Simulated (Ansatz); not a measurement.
```yaml
crystal:
  lattice:
    - [0.0, 2.3826879219, 2.3826879219]
    - [2.3826879219, 0.0, 2.3826879219]
    - [2.3826879219, 2.3826879219, 0.0]
  atoms:
    - { symbol: Sn, position: [0.0, 0.0, 0.0] }
basis:
  ecutwfc: 420
  ecutrho_ratio: 4
kpoints:
  mp_grid: { grid: [16, 16, 16] }
hamiltonian:
  xc: pbe
scf:
  occupations: { method: gaussian, width: 0.05 }
output:
  forces: true
  stress: true
  eigenvalues: true
```

Task: What does this Ansatz input ask for?

Result: It asks for a single-point calculation of Sn with PBE (scalar-relativistic), a cutoff of 420 eV (density cutoff 4 times that), a Γ-centred 16×16×16 mesh and Gaussian smearing of 0.05 eV, without spin polarisation. Forces, stress and eigenvalues are wanted.

Task: How large is the problem?

Result: 14 valence electrons, 531 plane waves at Γ, 48 symmetry operations and 145 irreducible k-points; it took 6 SCF iterations in all.

At room temperature and ambient pressure Sn takes another structure.
